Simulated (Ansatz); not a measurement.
# Mo: strong compression, part 2 of 2

How does Mo (beta tin type) answer strong compression, and how long do frozen cores keep up with all electrons? The runs shown use LAPW, crystal datasets and norm-conserving. Companion runs by PAW are cited. Its runs: the reference run (LAPW); volume scaled by 1 (crystal datasets and norm-conserving); volume scaled by 0.88 (LAPW and norm-conserving); volume scaled by 0.78 (LAPW); volume scaled by 0.68 (LAPW); volume scaled by 0.58 (LAPW); volume scaled by 0.5 (LAPW, crystal datasets and norm-conserving); volume scaled by 0.43 (LAPW, crystal datasets and norm-conserving).

Ansatz 0.2.0; DFT PBE; a cell built from a prototype (beta tin type), not taken from measurement. «Crystal datasets» are all-electron PAW datasets made for this crystal. Earlier steps stand in the parts before.

**9. Volume scaled by 0.58, LAPW**

The input, input.yaml:

```yaml
crystal:
  lattice:
    - [-2.1066870661, 2.1066870661, 1.103368466]
    - [2.1066870661, -2.1066870661, 1.103368466]
    - [2.1066870661, 2.1066870661, -1.103368466]
  atoms:
    - { symbol: Mo, position: [-0.375, -0.125, -0.25] }
    - { symbol: Mo, position: [0.375, 0.125, 0.25] }
kpoints:
  mp_grid: { grid: [18, 18, 18] }
scf:
  occupations: { method: fermi_dirac, width: 0.05 }
hamiltonian:
  xc: pbe
  pseudopotentials: { kind: all_electron, lapw: { basis_error: 0.001 } }
output:
  forces: true
  stress: true
  eigenvalues: true
  populations: true
```

Command:

```console
> ansatz run input.yaml --threads 1 --pin off --max-ram 2048MiB --backend cpu --events-out ev --progress --plain --runs-dir out
```

Standard output, cut to the lines that bear on the results:

```text
Mo: projections on atomic orbitals take those of the free atom 1s2 2s2 2p6 3s2 3p6 3d10 4s2 4p6 4d5 5s1, of charge +0.00 (hamiltonian.pseudopotentials.projection_atoms)
LAPW: plane waves up to 10.181 Å⁻¹, error target 1.0e-3 eV per atom; small_component_spin mean_spin; Mo in spheres of 1.089 Å, 32 of its electrons in bands, Dirac shells []
[...]
Pseudopotentials: kind: all_electron
[...]
  atom   2  Mo    -0.00000000     0.00000000     0.00000000
[...]
--- Stress (GPa, compression-positive) ---
      336.540766       0.000000       0.000000
        0.000000     336.540766       0.000000
        0.000000       0.000000     336.710290
  P = ⅓ Tr σ = 336.5973 GPa (3365.973 kbar)
--- Band table (eV; the first three rows and the last of 480) ---
[...]
--- Löwdin populations: 2 sites ---
  site symbol       q [e]
     0     Mo     41.9513
     1     Mo     41.9513
  spilling = 0.001160 (of n_electrons = 84.000000)
```

It took 1.7 min on 1 thread of Intel Xeon Platinum 8488C (Sapphire Rapids), shared host; peak memory 1.3 GiB.

This run gives: pressure 336.60 GPa; no gap.

**10. Volume scaled by 0.5, LAPW**

input.yaml: that of step 9 with these lines changed.

```diff
@@ -2,5 +2,5 @@
   lattice:
-    - [-2.1066870661, 2.1066870661, 1.103368466]
-    - [2.1066870661, -2.1066870661, 1.103368466]
-    - [2.1066870661, 2.1066870661, -1.103368466]
+    - [-2.0038745637, 2.0038745637, 1.051287671]
+    - [2.0038745637, -2.0038745637, 1.051287671]
+    - [2.0038745637, 2.0038745637, -1.051287671]
   atoms:
```

Command:

```console
> ansatz run input.yaml --threads 1 --pin off --max-ram 2048MiB --backend cpu --events-out ev --progress --plain --runs-dir out
```

Standard output, cut to the lines that bear on the results:

```text
Mo: projections on atomic orbitals take those of the free atom 1s2 2s2 2p6 3s2 3p6 3d10 4s2 4p6 4d5 5s1, of charge +0.00 (hamiltonian.pseudopotentials.projection_atoms)
LAPW: plane waves up to 10.681 Å⁻¹, error target 1.0e-3 eV per atom; small_component_spin mean_spin; Mo in spheres of 1.036 Å, 32 of its electrons in bands, Dirac shells []
[...]
[... 1 set-up line as earlier in the session ...]
[...]
  atom   2  Mo     0.00000000    -0.00000000     0.00000000
[...]
--- Stress (GPa, compression-positive) ---
      580.104167       0.000000       0.000000
        0.000000     580.104167       0.000000
        0.000000       0.000000     580.219619
  P = ⅓ Tr σ = 580.1427 GPa (5801.427 kbar)
--- Band table (eV; the first three rows and the last of 480) ---
[...]
--- Löwdin populations: 2 sites ---
  site symbol       q [e]
     0     Mo     41.9379
     1     Mo     41.9379
  spilling = 0.001479 (of n_electrons = 84.000000)
```

Wall time 1.7 min (1 thread of Intel Xeon Platinum 8488C (Sapphire Rapids), shared host); peak memory 1.4 GiB.

This run gives: pressure 580.14 GPa; no gap.

**11. Volume scaled by 0.5, crystal datasets**

input.yaml: that of step 10 with these lines changed.

```diff
@@ -14,3 +14,3 @@
   xc: pbe
-  pseudopotentials: { kind: all_electron, lapw: { basis_error: 0.001 } }
+  pseudopotentials: { kind: all_electron, datasets: crystal }
 output:
@@ -19,2 +19 @@
   eigenvalues: true
-  populations: true
```

Command:

```console
> ansatz run input.yaml --threads 1 --pin off --max-ram 2048MiB --backend cpu --events-out ev --progress --plain --runs-dir out
```

Standard output, cut to the lines that bear on the results:

```text
[...]
band count auto-derived: 21 (N_el = 28.0; filled up to band 14; 18 by the electrons, moments and atoms)
[...]
[... 1 set-up line as earlier in the session ...]
Pseudopotential: Mo, paw, valence charge 14, recommended cutoff 480 eV (normal), Koelling and Harmon's equation, gaussian nucleus
[... 1 set-up line as earlier in the session ...]
[...]
Crystal: 2 atoms, lattice volume = 16.886 Å³
[...]
--- Stress (GPa, compression-positive) ---
      580.109806       0.000000       0.000000
        0.000000     580.109806      -0.000000
        0.000000       0.000000     580.219784
  P = ⅓ Tr σ = 580.1465 GPa (5801.465 kbar)
--- Band table (eV; the first three rows and the last of 480) ---
  k-point 0: bands = ["-18.9930", "-15.1146", "5.6739", "5.6739", "12.2963", "12.2963", "12.6508", "12.7200", "31.8539", "36.5222", "38.1442", "38.5408", "38.6596", "47.2348", "47.2348", "47.6336", "47.6336", "54.5784", "58.3346"]
[...]
```

Wall time 50 s (1 thread of Intel Xeon Platinum 8488C (Sapphire Rapids), shared host); peak memory 1.1 GiB.

Result: pressure 580.15 GPa; no gap.

**12. Volume scaled by 0.5, norm-conserving**

input.yaml: that of step 11 with these lines changed.

```diff
@@ -14,3 +14,3 @@
   xc: pbe
-  pseudopotentials: { kind: all_electron, datasets: crystal }
+  pseudopotentials: { kind: nc }
 output:
```

Command:

```console
> ansatz run input.yaml --threads 1 --pin off --max-ram 2048MiB --backend cpu --events-out ev --progress --plain --runs-dir out
```

Standard output, cut to the lines that bear on the results:

```text
[...]
[... 3 set-up lines as earlier in the session ...]
[...]
Crystal: 2 atoms, lattice volume = 16.886 Å³
Basis set: ecut = 1088.45545 eV, 1381 PW (Γ), exchange–correlation on 72×72×72 points (8 copies of the dense FFT grid, shifted against one another)
[...]
--- Stress (GPa, compression-positive) ---
      579.430901       0.000000       0.000000
        0.000000     579.430901       0.000000
       -0.000000      -0.000000     579.482787
  P = ⅓ Tr σ = 579.4482 GPa (5794.482 kbar)
--- Band table (eV; the first three rows and the last of 480) ---
  k-point 0: bands = ["-22.8340", "-18.9573", "1.8332", "1.8332", "8.4536", "8.4536", "8.8080", "8.8773", "28.0087", "32.6774", "34.3005", "34.6947", "34.8140", "43.3848", "43.3848", "43.7824", "43.7824", "50.7177"]
[...]
```

Run time: 19 s. Hardware: 1 thread of Intel Xeon Platinum 8488C (Sapphire Rapids), shared host; peak memory 0.6 GiB.

Result: pressure 579.45 GPa; no gap.

**13. Volume scaled by 0.43, LAPW**

The input, input.yaml:

```yaml
crystal:
  lattice:
    - [-1.9022929212, 1.9022929212, 1.003243383]
    - [1.9022929212, -1.9022929212, 1.003243383]
    - [1.9022929212, 1.9022929212, -1.003243383]
  atoms:
    - { symbol: Mo, position: [-0.375, -0.125, -0.25] }
    - { symbol: Mo, position: [0.375, 0.125, 0.25] }
kpoints:
  mp_grid: { grid: [18, 18, 18] }
  band_path:
    path:
      - [0.0, 0.0, 0.0]
      - [0.0, 0.0, 0.5]
      - [-0.5, 0.5, 0.5]
      - [0.0, 0.0, 0.0]
      - [0.3195340992, 0.3195340992, -0.3195340992]
      - [-0.3195340992, 0.6804659008, 0.3195340992]
      - [-0.5, 0.5, 0.5]
      - [0.0, 0.0, 0.5]
      - [0.25, 0.25, 0.25]
    npoints: 8
scf:
  occupations: { method: fermi_dirac, width: 0.05 }
hamiltonian:
  xc: pbe
  pseudopotentials: { kind: all_electron, lapw: { basis_error: 0.001 } }
output:
  forces: true
  stress: true
  eigenvalues: true
  populations: true
  dos: { projected: true, de: 0.2, e_range: [-14, 8] }
```

Command:

```console
> ansatz run input.yaml --threads 1 --pin off --max-ram 2048MiB --backend cpu --events-out ev --progress --plain --runs-dir out
```

Standard output:

```text
Mo: projections on atomic orbitals take those of the free atom 1s2 2s2 2p6 3s2 3p6 3d10 4s2 4p6 4d5 5s1, of charge +0.00 (hamiltonian.pseudopotentials.projection_atoms)
LAPW: plane waves up to 11.231 Å⁻¹, error target 1.0e-3 eV per atom; small_component_spin mean_spin; Mo in spheres of 0.984 Å, 32 of its electrons in bands, Dirac shells []
[... 2 set-up lines as earlier in the session ...]
Pseudopotential: Mo, LAPW, valence charge 32, Koelling and Harmon's equation, gaussian nucleus
[... 5 set-up lines as earlier in the session ...]
Crystal: 2 atoms, lattice volume = 14.522 Å³
Basis set: ecut = 480.6083754757511 eV, 343 PW (Γ), FFT grids on a1+a2, a2, a3, exchange–correlation at level 2
Bands: 39, of which v1, the nominal top of the filled ones, is band 32 counted from 1 (31 counted from 0)
[... 1 set-up line as earlier in the session ...]
Space group: I41/amd (ITA 141), of the structure as read, at distance tolerance 2.4e-5 Å
k-points: 480 of 5832
[... 4 set-up lines as earlier in the session ...]
iter 1 solved again at ethr=6.05e-5 eV; its pass at ethr=1.00e-1 eV (dr2=3.87e-2 eV) is discarded
SCF iter   1: F=—  HF=-220326.012528 eV  |F-HF|=—  |Δ(HF+E_count)|=         —  Δρ=3.32e-2  dr2=3.92e-2  ethr=6.05e-5  ⟨swp⟩=3.0  Hψ=130873  notcnv=0
preconditioner: auto → none  [metal: Δε(μ)=0.013 eV  Ē_g=30.817 eV  σ=0.050 eV  W_gap=0.06  n_scr=8 (ndim 8)  ℏωp=47.7 eV  f_vac=0.000  D(μ)=0.71/eV (n_scr^D=4)  sad-step TF]
SCF iter   2: F=—  HF=-220325.989086 eV  |F-HF|=—  |Δ(HF+E_count)|=   2.34e-2  Δρ=1.96e-2  dr2=1.49e-2  ethr=6.05e-5  ⟨swp⟩=2.0  Hψ=55275  notcnv=0
iter 3 solved again at ethr=6.34e-7 eV; its pass at ethr=2.33e-5 eV (dr2=4.06e-4 eV) is discarded
SCF iter   3: F=—  HF=-220325.984791 eV  |F-HF|=—  |Δ(HF+E_count)|=   4.29e-3  Δρ=3.06e-3  dr2=4.05e-4  ethr=6.34e-7  ⟨swp⟩=2.0  Hψ=93458  notcnv=0
SCF iter   4: F=—  HF=-220325.984780 eV  |F-HF|=—  |Δ(HF+E_count)|=         —  Δρ=5.48e-4  dr2=1.39e-5  ethr=6.33e-7  ⟨swp⟩=2.0  Hψ=55260  notcnv=0
the basis was enlarged: its passes take 252.0 KiB over the memory plan, 1 of 1 planned eigensolver slots
SCF iter   5: F=—  HF=-220325.984797 eV  |F-HF|=—  |Δ(HF+E_count)|=   1.69e-5  Δρ=5.49e-5  dr2=1.31e-7  ethr=2.17e-8  ⟨swp⟩=2.3  Hψ=55458  notcnv=0
SCF iter   6: F=-220325.984797 eV  HF=-220325.984797 eV  |F-HF|=2.04e-9  |Δ(HF+E_count)|=   1.24e-7  Δρ=4.39e-6  dr2=5.95e-10  ethr=2.04e-10  ⟨swp⟩=3.0  Hψ=57925  notcnv=0
SCF 1 converged in 6 iterations: F = -220325.984797 eV  dr2 = 5.95e-10
NSCF: frozen V_eff on 65 k-points
SCF converged after 6 iterations
Free energy (F): -220325.984797 eV
Harris-Foulkes:  -220325.984797 eV  (|F-HF|=2.04e-9)
Internal energy: -220325.978876 eV  (E = F + TS)
E sigma→0 (E₀):  -220325.981836 eV
Entropy (-TS):   -0.005921 eV (-2.961 meV/atom)
Fermi energy:    53.114466 eV
--- Per-component energies (eV) ---
  E_band       = -8099.289827
  E_kinetic    = 228584.524576
  E_xc         = -6789.167515
  E_electrostatic = -442121.335937  (all electrons and nuclei)
  E_smearing   = -0.005921  (= −TS)
  E_closure    = 0.000000  (closes the sum)
  E_atoms      = -220333.846449  (free atoms, spherical and without spin; not in F)
  Σ components = -220325.984797   (vs F -220325.984797, Δ=0.00e0)
  Basis errors (estimates in eV, not in F): energy 4.0e-4 per atom: plane waves 3.6e-4 (2.0e-4 summed), levels above the bands 1.1e-123, relativity 4.7e-8, radial functions 3.8e-5, core shells 2.6e-12; eigenvalues (radial functions only) 2.8e-6; not estimated: angular momenta, meshes, grids; target (lapw.basis_error) 1.0e-3; muffin-tin radii Mo 0.984 Å
--- Forces (eV/Å), atoms counted from 1 ---
  atom   1  Mo    -0.00000000     0.00000000     0.00000000
  atom   2  Mo    -0.00000000    -0.00000000     0.00000000
  max |Σ_I F_I| component: 8.33e-17 eV/Å
--- Stress (GPa, compression-positive) ---
      966.637979       0.000000      -0.000000
        0.000000     966.637979      -0.000000
       -0.000000      -0.000000     967.379671
  P = ⅓ Tr σ = 966.8852 GPa (9668.852 kbar)
--- Band table (eV; the first three rows and the last of 480) ---
  k-point 0: bands = ["-418.9345", "-418.9344", "-321.6451", "-321.6450", "-321.6449", "-321.6449", "-321.6446", "-321.6446", "-163.4753", "-163.4733", "-163.4714", "-163.4714", "-163.4711", "-163.4711", "-163.4706", "-163.4692", "-163.4669", "-163.4598", "-13.7141", "-7.8751", "11.0564", "11.0564", "20.0005", "20.0005", "20.4228", "20.5347", "36.4582", "42.2378", "44.4920", "44.9291", "46.6022", "54.1129", "54.1129", "54.6458", "54.6458", "63.7709", "68.2941", "70.1271", "70.1271"]
  k-point 1: bands = ["-418.9345", "-418.9344", "-321.6451", "-321.6450", "-321.6449", "-321.6449", "-321.6446", "-321.6446", "-163.4753", "-163.4734", "-163.4714", "-163.4714", "-163.4711", "-163.4711", "-163.4706", "-163.4692", "-163.4668", "-163.4598", "-13.6786", "-7.9328", "11.1004", "11.1088", "19.7559", "19.8976", "20.5359", "20.5621", "36.6036", "42.3891", "44.4780", "44.8730", "46.7224", "54.1869", "54.2476", "54.7543", "54.7787", "63.4680", "67.1062", "69.9678", "71.1959"]
  k-point 2: bands = ["-418.9345", "-418.9344", "-321.6451", "-321.6450", "-321.6449", "-321.6449", "-321.6446", "-321.6446", "-163.4753", "-163.4734", "-163.4714", "-163.4714", "-163.4712", "-163.4711", "-163.4704", "-163.4692", "-163.4666", "-163.4600", "-13.5727", "-8.1021", "11.2319", "11.2648", "19.2828", "19.5987", "20.5396", "20.7288", "37.0361", "42.8339", "44.4131", "44.7183", "47.1013", "54.4049", "54.6348", "55.0745", "55.1584", "62.6122", "65.2688", "69.4883", "72.6198"]
  k-point 479: bands = ["-418.9345", "-418.9345", "-321.6450", "-321.6450", "-321.6449", "-321.6449", "-321.6445", "-321.6445", "-163.4743", "-163.4743", "-163.4714", "-163.4714", "-163.4710", "-163.4710", "-163.4703", "-163.4703", "-163.4630", "-163.4630", "-10.7850", "-10.7850", "8.7225", "8.7225", "20.2677", "20.2677", "21.5452", "21.5452", "44.6740", "44.6740", "48.1136", "48.1136", "52.8257", "52.8257", "54.2869", "54.2869", "56.9432", "56.9432", "60.0475", "60.0475", "72.6876"]
--- Löwdin populations: 2 sites ---
  site symbol       q [e]
     0     Mo     41.9168
     1     Mo     41.9168
  spilling = 0.001981 (of n_electrons = 84.000000)
```

Wall time 1.9 min (1 thread of Intel Xeon Platinum 8488C (Sapphire Rapids), shared host); peak memory 1.4 GiB.

Read from it: pressure 966.89 GPa; no gap.

Levels at the path's labelled points, in eV from the Fermi level:

| point | band 29 | band 30 | band 31 | band 32 | band 33 | band 34 | band 35 |
| --- | --- | --- | --- | --- | --- | --- | --- |
| Γ | -8.62 | -8.19 | -6.51 | 1.00 | 1.00 | 1.53 | 1.53 |
| X | -6.68 | -6.68 | -1.51 | -1.51 | 5.81 | 5.81 | 5.99 |
| M | -5.00 | -5.00 | -0.29 | -0.29 | 1.17 | 1.17 | 3.83 |
| Γ | -8.62 | -8.19 | -6.51 | 1.00 | 1.00 | 1.53 | 1.53 |
| Z | -5.39 | -5.32 | -1.55 | -0.17 | -0.17 | 1.84 | 3.96 |
| Z0 | -5.39 | -5.32 | -1.55 | -0.17 | -0.17 | 1.84 | 3.96 |
| M | -5.00 | -5.00 | -0.29 | -0.29 | 1.17 | 1.17 | 3.83 |
| X | -6.68 | -6.68 | -1.51 | -1.51 | 5.81 | 5.81 | 5.99 |
| P | -10.39 | -10.39 | -0.84 | -0.84 | 6.50 | 6.50 | 9.88 |

States per cell, counted by energy window (eV from the Fermi level, on a grid of 0.20 eV):

```csv
from,to,total,Mo 4d
-10,-9,0.73,0.67
-9,-8,1.22,1.13
-8,-7,1.17,1.05
-7,-6,0.96,0.85
-6,-5,0.96,0.80
-5,-4,0.88,0.73
-4,-3,1.02,0.83
-3,-2,0.84,0.70
-2,-1,0.89,0.77
-1,0,0.82,0.72
0,1,0.89,0.77
1,2,0.95,0.82
2,3,0.85,0.74
3,4,0.90,0.77
4,5,1.27,1.07
```

**14. Volume scaled by 0.43, crystal datasets**

The input, input.yaml:

```yaml
crystal:
  lattice:
    - [-1.9022929212, 1.9022929212, 1.003243383]
    - [1.9022929212, -1.9022929212, 1.003243383]
    - [1.9022929212, 1.9022929212, -1.003243383]
  atoms:
    - { symbol: Mo, position: [-0.375, -0.125, -0.25] }
    - { symbol: Mo, position: [0.375, 0.125, 0.25] }
kpoints:
  mp_grid: { grid: [18, 18, 18] }
scf:
  occupations: { method: fermi_dirac, width: 0.05 }
hamiltonian:
  xc: pbe
  pseudopotentials: { kind: all_electron, datasets: crystal }
output:
  forces: true
  stress: true
  eigenvalues: true
```

Command:

```console
> ansatz run input.yaml --threads 1 --pin off --max-ram 2048MiB --backend cpu --events-out ev --progress --plain --runs-dir out
```

Standard output, cut to the lines that bear on the results:

```text
[...]
band count auto-derived: 21 (N_el = 28.0; filled up to band 14; 18 by the electrons, moments and atoms)
[...]
[... 1 set-up line as earlier in the session ...]
Pseudopotential: Mo, paw, valence charge 14, recommended cutoff 540 eV (normal), Koelling and Harmon's equation, gaussian nucleus
[... 1 set-up line as earlier in the session ...]
[...]
Crystal: 2 atoms, lattice volume = 14.522 Å³
[...]
--- Stress (GPa, compression-positive) ---
      966.644587      -0.000000       0.000000
       -0.000000     966.644587      -0.000000
        0.000000      -0.000000     967.383063
  P = ⅓ Tr σ = 966.8907 GPa (9668.907 kbar)
--- Band table (eV; the first three rows and the last of 480) ---
  k-point 0: bands = ["-13.7141", "-7.8752", "11.0564", "11.0564", "20.0006", "20.0006", "20.4228", "20.5347", "36.4582", "42.2378", "44.4920", "44.9290", "46.6022", "54.1129", "54.1129", "54.6457", "54.6457", "63.7709", "68.2940"]
[...]
```

Wall time 48 s (1 thread of Intel Xeon Platinum 8488C (Sapphire Rapids), shared host); peak memory 1.2 GiB.

Result: pressure 966.89 GPa; no gap.

**15. Volume scaled by 0.43, norm-conserving**

input.yaml: that of step 14 with these lines changed.

```diff
@@ -14,3 +14,3 @@
   xc: pbe
-  pseudopotentials: { kind: all_electron, datasets: crystal }
+  pseudopotentials: { kind: nc }
 output:
```

Command:

```console
> ansatz run input.yaml --threads 1 --pin off --max-ram 2048MiB --backend cpu --events-out ev --progress --plain --runs-dir out
```

Standard output, cut to the lines that bear on the results:

```text
[...]
[... 3 set-up lines as earlier in the session ...]
[...]
Crystal: 2 atoms, lattice volume = 14.522 Å³
Basis set: ecut = 1088.45545 eV, 1197 PW (Γ), exchange–correlation on 64×64×64 points (8 copies of the dense FFT grid, shifted against one another)
[...]
--- Stress (GPa, compression-positive) ---
      964.981997       0.000000       0.000000
        0.000000     964.981997       0.000000
        0.000000      -0.000000     965.635166
  P = ⅓ Tr σ = 965.1997 GPa (9651.997 kbar)
--- Band table (eV; the first three rows and the last of 480) ---
  k-point 0: bands = ["-18.1856", "-12.3514", "6.5859", "6.5859", "15.5243", "15.5243", "15.9464", "16.0585", "31.9843", "37.7609", "40.0135", "40.4503", "42.1273", "49.6315", "49.6315", "50.1628", "50.1628", "59.2695"]
[...]
```

Run time: 13 s. Hardware: 1 thread of Intel Xeon Platinum 8488C (Sapphire Rapids), shared host; peak memory 0.55 GiB.

In short: pressure 965.20 GPa; no gap.

**16. The series in one table**

Rows by PAW come from runs of the same series that aren't printed here.

| method | volume over the first | volume (Å³/atom) | pressure (GPa) | SCF cycles, all passes |
| --- | --- | --- | --- | --- |
| LAPW | 1 | 16.886 | 0.02 | 8 |
| LAPW | 0.88 | 14.860 | 34.06 | 8 |
| LAPW | 0.78 | 13.171 | 84.43 | 8 |
| LAPW | 0.68 | 11.482 | 172.78 | 7 |
| LAPW | 0.58 | 9.794 | 336.60 | 7 |
| LAPW | 0.5 | 8.443 | 580.14 | 7 |
| LAPW | 0.43 | 7.261 | 966.89 | 6 |
| PAW | 1 | 16.886 | 0.02 | 6 |
| PAW | 0.88 | 14.860 | 34.09 | 6 |
| PAW | 0.78 | 13.171 | 84.48 | 6 |
| PAW | 0.68 | 11.482 | 172.85 | 6 |
| PAW | 0.58 | 9.794 | 336.66 | 6 |
| PAW | 0.5 | 8.443 | 580.02 | 6 |
| PAW | 0.43 | 7.261 | 965.84 | 7 |
| PAW (core large) | 0.43 | 7.261 | 965.84 | 7 |
| crystal datasets | 1 | 16.886 | 0.02 | 8 |
| crystal datasets | 0.5 | 8.443 | 580.15 | 7 |
| crystal datasets | 0.43 | 7.261 | 966.89 | 7 |
| norm-conserving | 1 | 16.886 | 0.05 | 6 |
| norm-conserving | 0.88 | 14.860 | 34.08 | 6 |
| norm-conserving | 0.5 | 8.443 | 579.45 | 6 |
| norm-conserving | 0.43 | 7.261 | 965.20 | 5 |

**17. What came out**

The summary covers parts 1 to 2.

| quantity | value |
| --- | --- |
| LAPW pressure at 0.43 of the volume | 966.9 GPa |
| PAW pressure at 0.43 of the volume | 965.8 GPa |
| PAW (core large) pressure at 0.43 of the volume | 965.8 GPa |
| crystal datasets pressure at 0.43 of the volume | 966.9 GPa |
| norm-conserving pressure at 0.43 of the volume | 965.2 GPa |
| fitted bulk modulus at zero pressure (LAPW) | 205 GPa |
| its pressure derivative | 4.03 |

What this shows: By LAPW the pressure climbs to 967 GPa at 0.43 of the first volume. One third-order Birch-Murnaghan curve follows these points (B₀ = 205 GPa, B′ = 4.03, misfit at most 2.12 GPa). A fit over so wide a range leans to the high pressures, so B₀ can be off by several per cent. Where LAPW's pressure is over 3 GPa, PAW's departs from it by at most 0.1 %, at 0.43 of the volume. The ions are at rest, and the electrons smeared by 0.05 eV.
